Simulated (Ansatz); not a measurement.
## LiH: stable or not

The cell was found from a structure generator's guess, not taken from experiment.

These are results of DFT PBE, scalar-relativistic, plane waves, PAW (Ansatz), not measurements. Cutoff 420 eV, Γ-centred 10×10×10 mesh (2-atom cell), Gaussian smearing of 0.02 eV, no spin polarisation.

```cif
data_structure
_symmetry_space_group_name_H-M 'F-43m'
_symmetry_Int_Tables_number 216
_cell_length_a 4.2848
_cell_length_b 4.2848
_cell_length_c 4.2848
_cell_angle_alpha 90.000
_cell_angle_beta 90.000
_cell_angle_gamma 90.000
_cell_volume 78.67
loop_
_atom_site_label
_atom_site_type_symbol
_atom_site_symmetry_multiplicity
_atom_site_Wyckoff_symbol
_atom_site_fract_x
_atom_site_fract_y
_atom_site_fract_z
_atom_site_occupancy
Li1 Li 4 d 0.25000 0.25000 0.75000 1
H1 H 4 b 0.50000 0.00000 0.00000 1
```

The zero of energy is the elements' standard structures at the same level (H₂ as a molecule); no fitted shifts are applied.

**Question.** These tests were run: energy against the elements; phonons on a 4×4×4 q mesh. What do they show?

**Answer.**

```
                       test                         result
energy against the elements                 −0.369 eV/atom
  phonons on a 4×4×4 q mesh  no imaginary mode on the mesh
```

It fails none of these tests. Whether a mixture of other phases lies lower isn't tested here.

With hydrogen, zero-point motion can shift formation energies by some tens of meV/atom. The run for the phonons used a 12×12×12 k mesh.
